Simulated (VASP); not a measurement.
# WS2 (P-3m1) in VASP: a series of runs

The runs below take WS2 through single point, with HSE06, PBE.

Program: VASP 6.6.1. These are calculated values, not measurements. Logs are shortened: lines on timing, memory, paths and dates and some standing lists are left out, and cuts for length are marked.

### 1 The crystal as given

Symmetry: P-3m1, No. 164, trigonal system. Conventional cell: a = 3.229 Å, b = 3.229 Å, c = 5.994 Å, α = 90.00°, β = 90.00°, γ = 120.00°. W (site symmetry -3m) has 6 S at 2.42 Å as nearest neighbours. Around S (site symmetry 3m) lie 3 W at 2.42 Å.

The cell was built by a generator and needn't be a form met in nature.

### 2 Single point, HSE06

Input file POSCAR:

```
WS2
1.0
    3.2287644061      0.0000000000      0.0000000000
   -1.6143822031      2.7961919985      0.0000000000
    0.0000000000      0.0000000000      5.9936451124
W S
1 2
Direct
    0.0000000000      0.0000000000      0.0000000000
    0.3333333333      0.6666666667      0.2566832689
    0.6666666667      0.3333333333      0.7433167311
```

Input file INCAR.step1:

```
ALGO = Normal ; EDIFF = 1E-5
ENCUT = 520 ; GGA = PE
ISIF = 2 ; ISMEAR = -1
LASPH = True ; LCHARG = False
LREAL = False ; LWAVE = True
NBANDS = 20 ; NELM = 80
PREC = Accurate ; SIGMA = 0.02
```

Input file INCAR.step2:

```
ALGO = Normal ; EDIFF = 1E-6
ENCUT = 520 ; GGA = PE
HFSCREEN = 0.2079 ; ISIF = 2
ISMEAR = -1 ; ISTART = 1
LASPH = True ; LCHARG = False
LHFCALC = True ; LREAL = False
LWAVE = False ; NBANDS = 20
NELM = 80 ; PREC = Accurate
PRECFOCK = Normal ; SIGMA = 0.02
```

Input file KPOINTS:

```
k-points
0
Gamma
  6 6 2
```

Potentials or basis: VASP PAW PBE potentials, release 64 (W_sv, S).

The run is started by

```sh
$ cat potpaw_PBE.64/W_sv/POTCAR potpaw_PBE.64/S/POTCAR > POTCAR
$ cp INCAR.step1 INCAR
$ mpirun -np 1 vasp_std > vasp.out
$ cp INCAR.step2 INCAR
$ mpirun -np 1 vasp_std > vasp.out
```

OUTCAR:

```text
EDIFF = 1E-6
   ENCUT = 520
   GGA = PE
   HFSCREEN = 0.2079
   ISIF = 2
   ISMEAR = -1
   ISTART = 1
   LASPH = True
   LHFCALC = True
   LREAL = False
   NELM = 80
   PREC = Accurate
   PRECFOCK = Normal

 ion  position               nearest neighbor table
   1  0.000  0.000  0.000-   2 2.42   3 2.42   3 2.42   2 2.42   3 2.42   2 2.42
   2  0.333  0.667  0.257-   1 2.42   1 2.42   1 2.42
   3  0.667  0.333  0.743-   1 2.42   1 2.42   1 2.42

  LATTYP: Found a hexagonal cell.
 ALAT       =     3.2287644061
 C/A-ratio  =     1.8563277956

  Lattice vectors:

 A1 = (   3.2287644061,   0.0000000000,   0.0000000000)
 A2 = (  -1.6143822031,   2.7961919985,   0.0000000000)
 A3 = (   0.0000000000,   0.0000000000,   5.9936451124)

Analysis of symmetry for initial positions (statically):
=====================================================================
 Subroutine PRICEL returns:
 Original cell was already a primitive cell.

 Routine SETGRP: Setting up the symmetry group for a
 hexagonal supercell.

 Subroutine GETGRP returns: Found 12 space group operations
 (whereof 12 operations were pure point group operations)
 out of a pool of 24 trial point group operations.

The static configuration has the point symmetry D_3d.

Analysis of symmetry for dynamics (positions and initial velocities):
=====================================================================
 Subroutine PRICEL returns:
 Original cell was already a primitive cell.

 Routine SETGRP: Setting up the symmetry group for a
 hexagonal supercell.

 Subroutine GETGRP returns: Found 12 space group operations
 (whereof 12 operations were pure point group operations)
 out of a pool of 24 trial point group operations.

The dynamic configuration has the point symmetry D_3d.

 Subroutine INISYM returns: Found 12 space group operations
 (whereof 12 operations are pure point group operations),
 and found     1 'primitive' translations

----------------------------------------------------------------------------------------

                                     Primitive cell

  volume of cell :      54.1121

  direct lattice vectors                    reciprocal lattice vectors
[... 80 lines left out ...]
   EDIFFG = 0.1E-04   stopping-criterion for IOM
   NSW    =      0    number of steps for IOM
   IBRION =     -1    ionic relax: 0-MD 1-quasi-New 2-CG
   NFREE  =      0    steps in history (QN), initial steepest desc. (CG)
   ISIF   =      2    stress and relaxation
   ISYM   =      3    0-nonsym 1-usesym 2-fastsym
   POTIM  = 0.5000    time-step for ionic-motion
   TEBEG  =    0.0;   TEEND  =   0.0 temperature during run
   PSTRESS=    0.0 pullay stress
   NELECT =      26.0000    total number of electrons
   NUPDOWN=      -1.0000    fix difference up-down
   EMIN   =  10.00;   EMAX   =-10.00  energy-range for DOS
   EFERMI =   0.00;   METHOD = LEGACY
   ISMEAR =    -1;   SIGMA  =   0.02  broadening in eV -4-tet -1-fermi 0-gaus
   EFERMI_NEDOS =   21; number of points for ismear=-14 and -15
   IALGO  =     38    algorithm
   IMIX   =      1    mixing-type and parameters
     AMIX     =   0.40;   BMIX     =  1.00
     AMIX_MAG =   1.60;   BMIX_MAG =  1.00
  volume/ion in A,a.u.               =      18.04       121.72
  Fermi-wavevector in a.u.,A,eV,Ry     =   1.282236  2.423074 22.369721  1.644128
  Thomas-Fermi vector in A             =   2.414559
   LORBIT       =      0    0 simple, 1 ext, 2 COOP (PROOUT), +10 PAW based schemes
   GGA     = PE    functional components
   LHFCALC =     T    Hartree Fock is set to
   PRECFOCK=normal    Normal, Fast or Accurate (Low or Medium for compatibility)
   ENCUT4O =  -1.0   cutoff for four orbital integrals eV
   NKREDX  =     1    reduce k-point grid by
   NKREDY  =     1    reduce k-point grid by
   NKREDZ  =     1    reduce k-point grid by
   AEXX    =    0.2500 exact exchange contribution
   HFSCREEN=    0.2079 screening length (either q_TF or 0.3 A-1)
   HFSCREENC=   0.2079 screening length for correlation (either q_TF or 0.3 A-1)
   ENCUTFOCK=  -1.0 apply spherical cutoff to Coloumb kernel
   IVDW    =     0    specifies the selected vdW correction
   LEPSILON=     F    determine dielectric tensor
   LRPA    =     F    only Hartree local field effects (RPA)
 non-spin polarized calculation
  energy-cutoff  :      520.00
  volume of cell :       54.11
 maximum number of plane-waves:      1506
  NGX = 20; NGY = 20; NGZ = 36

 number of electron      26.0000002 magnetization

 Free energy of the ion-electron system (eV)
  ---------------------------------------------------
  ext. energy  EPLUGINS =         0.00000000
  ---------------------------------------------------
  free energy    TOTEN  =       -27.00767217 eV

  energy without entropy =      -27.00670320  energy(sigma->0) =      -27.00718768

 E-fermi :   7.4288     XC(G=0):  -8.9780

 val. band max:        7.4104134923   @ k =   0.0000   0.0000   0.5000
 cond. band min:       7.4888524750   @ k =   0.1667   0.1667   0.5000
 fundamental gap:      0.0784389827
 Fermi energy:         7.4288454354

 k-point     1 :       0.0000    0.0000    0.0000
  band No.  band energies     occupation
      1     -71.8616      2.00000
      2     -34.5300      2.00000
      3     -34.5300      2.00000
      4     -34.5026      2.00000
      5     -10.1506      2.00000
      6      -7.9899      2.00000
[... 311 lines left out ...]
     19      15.5924      0.00000
     20      16.0118      0.00000

------------------------ aborting loop because EDIFF is reached ----------------------------------------

  FORCE on cell =-STRESS in cart. coord.  units (eV):
  Direction    XX          YY          ZZ          XY          YZ          ZX
  --------------------------------------------------------------------------------------
  -------------------------------------------------------------------------------------
  Total       -0.9693001     -0.9693001      0.2058633      0.0000000      0.0000000      0.0000000
  in kB      -28.6995105    -28.6995105      6.0953019      0.0000000      0.0000000      0.0000000
  external PRESSURE =     -17.1012397 kB  Pullay stress =       0.0000000 kB

 VOLUME and BASIS-vectors are now :
 -----------------------------------------------------------------------------
  energy-cutoff  :      520.00
  volume of cell :       54.11
      direct lattice vectors                 reciprocal lattice vectors
     3.228764406  0.000000000  0.000000000     0.309716001  0.178814617  0.000000000
    -1.614382203  2.796191998  0.000000000     0.000000000  0.357629233  0.000000000
     0.000000000  0.000000000  5.993645112     0.000000000  0.000000000  0.166843378

 POSITION                                       TOTAL-FORCE (eV/Angst)
 -----------------------------------------------------------------------------------
      0.00000      0.00000      0.00000        -0.000000      0.000000      0.000000
     -0.00000      1.86413      1.53847        -0.000000      0.000000     -0.248784
      1.61438      0.93206      4.45518         0.000000      0.000000      0.248784
 -----------------------------------------------------------------------------------
    total drift:                                0.000000     -0.000000      0.000000

  FREE ENERGIE OF THE ION-ELECTRON SYSTEM (eV)
  ---------------------------------------------------
  free  energy   TOTEN  =       -27.0076721725 eV

  energy  without entropy=      -27.0067031959  energy(sigma->0) =      -27.00718768
```

OUTCAR.step1:

```text
EDIFF = 1E-5
   ENCUT = 520
   GGA = PE
   ISIF = 2
[... 536 lines left out ...]
      0.00000      0.00000      0.00000         0.000000     -0.000000     -0.000000
     -0.00000      1.86413      1.53847         0.000000      0.000000      0.237612
      1.61438      0.93206      4.45518        -0.000000     -0.000000     -0.237612
 -----------------------------------------------------------------------------------
    total drift:                                0.000000      0.000000     -0.000000

  FREE ENERGIE OF THE ION-ELECTRON SYSTEM (eV)
  ---------------------------------------------------
  free  energy   TOTEN  =       -22.7748717517 eV

  energy  without entropy=      -22.7733621566  energy(sigma->0) =      -22.77411695
```

Wall time 14 min (1 thread of Intel Xeon 6975P-C (Granite Rapids), shared host); peak memory 0.28 GiB.

What came out:

```yaml
Free_energy: -27.0077 eV
Pressure: -1.7 GPa
Largest_force: 0.249 eV/Å
Band_gap_on_the_k_mesh: none (metal or under the smearing width)
```

Forces on the atoms (eV/Å):
```
W    0.000  0.000  0.000
S    0.000  0.000 -0.249
S    0.000  0.000  0.249
```

Stress tensor (GPa, compression positive):
```
-2.87  0.00  0.00
 0.00 -2.87  0.00
 0.00  0.00  0.61
```

Caveat: the k mesh is coarse (spacing up to 0.52 Å⁻¹), so the values aren't converged, least of all with exact exchange; the PAW data sets were made with another functional, which shifts forces and pressure a little; this functional lacks dispersion, which binds the layers, so the pressure and a relaxed spacing across them are unreliable. Spin-orbit coupling is left out, which matters for the levels of W.

### 3 Single point, PBE

Input file INCAR:

```
SYSTEM = WS2
PREC = Accurate
ENCUT = 520
EDIFF = 1E-6
ISMEAR = -1
SIGMA = 0.02
LREAL = .FALSE.
LASPH = .TRUE.
NELM = 100
ALGO = Normal
ISIF = 2
LWAVE = .FALSE.
LCHARG = .FALSE.
GGA = PE
NBANDS = 20
```

Input file KPOINTS:

```
regular mesh
0
G
  6 6 4
  0 0 0
```

POSCAR is that of step 2.

Potentials or basis: VASP PAW PBE potentials, release 64 (W_sv, S).

The run is started by

```sh
$ cat potpaw_PBE.64/W_sv/POTCAR potpaw_PBE.64/S/POTCAR > POTCAR
$ mpirun -np 1 vasp_std > vasp.out
```

OUTCAR:

```text
SYSTEM = WS2
   PREC = Accurate
   ENCUT = 520
   EDIFF = 1E-6
   ISMEAR = -1
   LREAL = .FALSE.
   LASPH = .TRUE.
   NELM = 100
   ISIF = 2
   GGA = PE

 ion  position               nearest neighbor table
   1  0.000  0.000  0.000-   2 2.42   3 2.42   3 2.42   2 2.42   3 2.42   2 2.42
   2  0.333  0.667  0.257-   1 2.42   1 2.42   1 2.42
   3  0.667  0.333  0.743-   1 2.42   1 2.42   1 2.42

  LATTYP: Found a hexagonal cell.
 ALAT       =     3.2287644061
 C/A-ratio  =     1.8563277956

  Lattice vectors:
[... 740 lines left out ...]

  FORCE on cell =-STRESS in cart. coord.  units (eV):
  Direction    XX          YY          ZZ          XY          YZ          ZX
  --------------------------------------------------------------------------------------
  -------------------------------------------------------------------------------------
  Total        0.6638425      0.6638425      1.7519447     -0.0000000      0.0000000     -0.0000000
  in kB       19.6553731     19.6553731     51.8724312     -0.0000000      0.0000000     -0.0000000
  external PRESSURE =      30.3943925 kB  Pullay stress =       0.0000000 kB

 VOLUME and BASIS-vectors are now :
 -----------------------------------------------------------------------------
  energy-cutoff  :      520.00
  volume of cell :       54.11
      direct lattice vectors                 reciprocal lattice vectors
     3.228764406  0.000000000  0.000000000     0.309716001  0.178814617  0.000000000
    -1.614382203  2.796191998  0.000000000     0.000000000  0.357629233  0.000000000
     0.000000000  0.000000000  5.993645112     0.000000000  0.000000000  0.166843378

 POSITION                                       TOTAL-FORCE (eV/Angst)
 -----------------------------------------------------------------------------------
      0.00000      0.00000      0.00000        -0.000000     -0.000000      0.000000
     -0.00000      1.86413      1.53847        -0.000000      0.000000      0.263666
      1.61438      0.93206      4.45518         0.000000     -0.000000     -0.263666
 -----------------------------------------------------------------------------------
    total drift:                                0.000000      0.000000      0.000000

  FREE ENERGIE OF THE ION-ELECTRON SYSTEM (eV)
  ---------------------------------------------------
  free  energy   TOTEN  =       -22.7807227740 eV

  energy  without entropy=      -22.7799679509  energy(sigma->0) =      -22.78034536
```

Wall time 8.4 s (1 thread of Intel Xeon 6975P-C (Granite Rapids), shared host); peak memory 0.17 GiB.

Results:

```
Free energy            : -22.7807 eV
Pressure               : 3.0 GPa
Largest force          : 0.264 eV/Å
Band gap on the k mesh : none (metal or under the smearing width)
```

Forces in eV/Å, atoms in the order of the input:
```
W    0.000  0.000  0.000
S    0.000  0.000  0.264
S    0.000  0.000 -0.264
```

Levels at points of the mesh, in eV from the Fermi level:
| k point | band 9 | band 10 | band 11 | band 12 | band 13 | band 14 | band 15 | band 16 | band 17 | band 18 |
| --- | --- | --- | --- | --- | --- | --- | --- | --- | --- | --- |
| (0.00, 0.00, 0.00) | -4.36 | -1.76 | -1.08 | -0.82 | -0.82 | -0.59 | -0.59 | 3.36 | 3.36 | 5.55 |
| (0.50, 0.00, 0.00) | -5.12 | -4.36 | -3.78 | -2.19 | -1.77 | 1.53 | 2.26 | 3.58 | 4.24 | 5.33 |
| (0.00, 0.00, 0.50) | -4.34 | -4.12 | -0.83 | -0.83 | -0.72 | -0.72 | 0.14 | 3.70 | 3.70 | 5.71 |
| (0.50, 0.00, 0.50) | -5.07 | -4.46 | -2.59 | -2.31 | -1.91 | 1.52 | 2.27 | 3.61 | 4.10 | 4.81 |

Caveat: the k mesh is coarse (spacing up to 0.37 Å⁻¹), so the values aren't converged; this functional lacks dispersion, which binds the layers, so the pressure and a relaxed spacing across them are unreliable.

### 4 Single point, PBE

Input file INCAR:

```
SYSTEM = WS2
ALGO = Fast ; EDIFF = 1E-6
ENCUT = 520 ; GGA = PE
ISIF = 2 ; ISMEAR = -1
LASPH = .TRUE. ; LCHARG = .FALSE.
LREAL = .FALSE. ; LWAVE = .FALSE.
NBANDS = 20 ; NELM = 100
PREC = Accurate ; SIGMA = 0.05
```

Input file KPOINTS:

```
k-points
0
G
  6 6 4
  0 0 0
```

POSCAR is that of step 3.

Potentials or basis: VASP PAW PBE potentials, release 64 (W_sv, S).

The run is started by

```sh
$ cat potpaw_PBE.64/W_sv/POTCAR potpaw_PBE.64/S/POTCAR > POTCAR
$ mpirun -np 1 vasp_std > vasp.out
```

OUTCAR:

```text
SYSTEM = WS2
   EDIFF = 1E-6
   ENCUT = 520
   GGA = PE
   ISIF = 2
   ISMEAR = -1
   LASPH = .TRUE.
   LREAL = .FALSE.
   NELM = 100
   PREC = Accurate

 ion  position               nearest neighbor table
   1  0.000  0.000  0.000-   2 2.42   3 2.42   3 2.42   2 2.42   3 2.42   2 2.42
   2  0.333  0.667  0.257-   1 2.42   1 2.42   1 2.42
   3  0.667  0.333  0.743-   1 2.42   1 2.42   1 2.42

  LATTYP: Found a hexagonal cell.
 ALAT       =     3.2287644061
 C/A-ratio  =     1.8563277956

  Lattice vectors:
[... 741 lines left out ...]

  FORCE on cell =-STRESS in cart. coord.  units (eV):
  Direction    XX          YY          ZZ          XY          YZ          ZX
  --------------------------------------------------------------------------------------
  -------------------------------------------------------------------------------------
  Total        0.6659887      0.6659887      1.7470446     -0.0000000      0.0000000      0.0000000
  in kB       19.7189181     19.7189181     51.7273455     -0.0000000      0.0000000      0.0000000
  external PRESSURE =      30.3883939 kB  Pullay stress =       0.0000000 kB

 VOLUME and BASIS-vectors are now :
 -----------------------------------------------------------------------------
  energy-cutoff  :      520.00
  volume of cell :       54.11
      direct lattice vectors                 reciprocal lattice vectors
     3.228764406  0.000000000  0.000000000     0.309716001  0.178814617  0.000000000
    -1.614382203  2.796191998  0.000000000     0.000000000  0.357629233  0.000000000
     0.000000000  0.000000000  5.993645112     0.000000000  0.000000000  0.166843378

 POSITION                                       TOTAL-FORCE (eV/Angst)
 -----------------------------------------------------------------------------------
      0.00000      0.00000      0.00000         0.000000      0.000000      0.000000
     -0.00000      1.86413      1.53847        -0.000000     -0.000000      0.265127
      1.61438      0.93206      4.45518         0.000000      0.000000     -0.265127
 -----------------------------------------------------------------------------------
    total drift:                                0.000000      0.000000     -0.000000

  FREE ENERGIE OF THE ION-ELECTRON SYSTEM (eV)
  ---------------------------------------------------
  free  energy   TOTEN  =       -22.7820472609 eV

  energy  without entropy=      -22.7789822304  energy(sigma->0) =      -22.78051475
```

OSZICAR:

```text
N       E                     dE             d eps       ncg     rms          rms(c)
DAV:   1     0.201010850638E+03    0.20101E+03   -0.12889E+04   960   0.129E+03
DAV:   2    -0.135149573448E+02   -0.21453E+03   -0.20715E+03  1120   0.342E+02
DAV:   3    -0.241193017569E+02   -0.10604E+02   -0.10460E+02  1196   0.716E+01
DAV:   4    -0.242860318834E+02   -0.16673E+00   -0.16654E+00  1124   0.951E+00
DAV:   5    -0.242888975498E+02   -0.28657E-02   -0.28655E-02  1216   0.132E+00    0.253E+01
RMM:   6    -0.229645091051E+02    0.13244E+01   -0.38163E+00  1144   0.113E+01    0.112E+01
RMM:   7    -0.227922475091E+02    0.17226E+00   -0.50060E-01  1152   0.392E+00    0.582E+00
RMM:   8    -0.227848554396E+02    0.73921E-02   -0.30831E-01  1193   0.312E+00    0.908E-01
RMM:   9    -0.227810846401E+02    0.37708E-02   -0.40370E-02  1173   0.146E+00    0.365E-01
RMM:  10    -0.227819314284E+02   -0.84679E-03   -0.93591E-03  1281   0.638E-01    0.110E-01
RMM:  11    -0.227821032640E+02   -0.17184E-03   -0.15809E-03  1345   0.252E-01    0.882E-02
RMM:  12    -0.227820494544E+02    0.53810E-04   -0.39997E-04  1152   0.131E-01    0.332E-02
RMM:  13    -0.227820455558E+02    0.38986E-05   -0.43520E-05  1231   0.538E-02    0.117E-02
RMM:  14    -0.227820468409E+02   -0.12851E-05   -0.11297E-05  1201   0.257E-02    0.602E-03
RMM:  15    -0.227820472609E+02   -0.41996E-06   -0.24093E-06   818   0.113E-02
   1 F= -.22782047E+02 E0= -.22780515E+02  d E =-.306503E-02
```

stdout:

```text
POSCAR found type information on POSCAR W S
 POSCAR found :  2 types and       3 ions
 scaLAPACK will be used
 LDA part: xc-table for (Slater+PW92), standard interpolation
 POSCAR, INCAR and KPOINTS ok, starting setup
 FFT: planning ... GRIDC
 FFT: planning ... GRID_SOFT
 FFT: planning ... GRID
 WAVECAR not read
 entering main loop
```

Wall time 9.8 s (1 thread of Intel Xeon 6975P-C (Granite Rapids), shared host); peak memory 0.17 GiB.

What came out:

```yaml
Free_energy: -22.7820 eV
Pressure: 3.0 GPa
Largest_force: 0.265 eV/Å
Band_gap_on_the_k_mesh: none (metal or under the smearing width)
```

Forces on the atoms (eV/Å):
```
W    0.000  0.000  0.000
S    0.000  0.000  0.265
S    0.000  0.000 -0.265
```

Levels at points of the mesh, in eV from the Fermi level:
```csv
k point,band 9,band 10,band 11,band 12,band 13,band 14,band 15,band 16,band 17,band 18
"(0.00, 0.00, 0.00)",-4.31,-1.71,-1.04,-0.77,-0.77,-0.54,-0.54,3.40,3.40,5.59
"(0.50, 0.00, 0.00)",-5.08,-4.31,-3.73,-2.14,-1.73,1.57,2.30,3.62,4.29,5.37
"(0.00, 0.00, 0.50)",-4.29,-4.07,-0.79,-0.79,-0.67,-0.67,0.19,3.74,3.74,5.75
"(0.50, 0.00, 0.50)",-5.03,-4.42,-2.54,-2.26,-1.86,1.57,2.32,3.66,4.15,4.85
```

Caveat: the k mesh is coarse (spacing up to 0.37 Å⁻¹), so the values aren't converged; this functional lacks dispersion, which binds the layers, so the pressure and a relaxed spacing across them are unreliable. The run has no spin-orbit coupling, so splittings on W are missing.

(Continued in part 2 of 2.)
